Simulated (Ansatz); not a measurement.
Crystal: TiTe2.

```xyz
3
Lattice="3.7770 0.0000 0.0000 -1.8885 3.2710 0.0000 0.0000 0.0000 6.4980" Properties=species:S:1:pos:R:3 pbc="T T T"
Te    0.0000    2.1807    4.7903
Te    1.8885    1.0903    1.7077
Ti    0.0000    0.0000    0.0000
```

Base run:

```yaml
Program: Ansatz 0.2.0
Functional: BLYP
Potentials_or_basis: Ansatz PAW
Cutoff: "420 eV (not typed: the program's choice for these potentials)"
k_mesh: 8 × 8 × 4
Occupations: fermi-dirac, width 0.05 eV
Spin: no spin polarisation
```

Its results: band gap on the k mesh none (metal or under the smearing width); pressure 5.2 GPa; largest force 0.038 eV/Å.

Problem. After a change of settings the same cell gave: band gap on the k mesh 4.29 eV, indirect (least direct gap 5.12 eV); pressure 9.7 GPa; largest force 0.779 eV/Å. Which change was it?
A. functional from BLYP to HF; k mesh from 8 × 8 × 4 to 4 × 4 × 2
B. functional from BLYP to PBE; occupations from fermi-dirac, width 0.05 eV to gaussian, width 0.013 eV
C. functional from BLYP to r2SCAN; cutoff from 420 eV (not typed: the program's choice for these potentials) to 500 eV (not typed: the program's choice for these potentials)
D. functional from BLYP to revPBE

Solution. A.

Caveats: some runs use coarse meshes; spin-orbit coupling is left out, which moves the levels of the heavy elements; the PAW data sets come from PBE, with cores solved anew for the run's functional, which leaves a small shift of forces and pressure; this functional lacks dispersion, which binds the layers, so the pressure and a relaxed spacing across them are unreliable (some runs); the thresholds are loose for stress (some runs).
